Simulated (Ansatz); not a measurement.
Crystal: Br.

```
CELL_PARAMETERS angstrom
3.36325 -2.32255 0.00000
3.36325 2.32255 0.00000
0.00000 0.00000 8.70230
ATOMIC_POSITIONS crystal
Br 0.36510 0.63490 0.39010
Br 0.13490 0.86510 0.89010
Br 0.63490 0.36510 0.60990
Br 0.86510 0.13490 0.10990
```

- Program: Ansatz 0.2.0
- Task: relaxation of cell and atoms
- Functional: BLYP
- Dispersion: D4
- Potentials or basis: Ansatz PAW
- Cutoff: 420 eV (not typed: the program's choice for these potentials)
- k mesh: 7 × 7 × 3
- Occupations: fermi-dirac, width 0.05 eV
- Spin: no spin polarisation

At the start: volume 33.99 Å³/atom.

Problem. How do energy, volume and symmetry change on relaxing?

Solution. It ends after 8 steps and the volume is 30.75 Å³/atom (-9.5 %); space group Cmce (No. 64, to 0.05 Å).

Step by step:
```tsv
step	energy change (eV)	largest force (eV/Å)	volume (Å³)
1	0.0000	1.3059	135.95
2	-0.1895	0.4026	121.94
3	-0.2295	0.1559	122.58
4	-0.2377	0.0634	121.93
5	-0.2376	0.0455	123.05
6	-0.2426	0.0086	122.78
7	-0.2427	0.0003	123.00
8	-0.2410	0.0002	123.00
```

Final structure:
```yaml
crystal:
  lattice:
    - [3.38575, -2.11058, 0.00000]
    - [3.38575, 2.11058, 0.00000]
    - [0.00000, 0.00000, 8.60658]
  atoms:
    - { symbol: Br, position: [0.34543, 0.65457, 0.38080] }
    - { symbol: Br, position: [0.15457, 0.84543, 0.88080] }
    - { symbol: Br, position: [0.65457, 0.34543, 0.61920] }
    - { symbol: Br, position: [0.84543, 0.15457, 0.11920] }
```

Caveat: the plane-wave basis is chosen anew once the cell has moved, so the energies of steps on either side of that aren't comparable; the PAW data sets come from PBE, with cores solved anew for the run's functional, which leaves a small shift of forces and pressure.
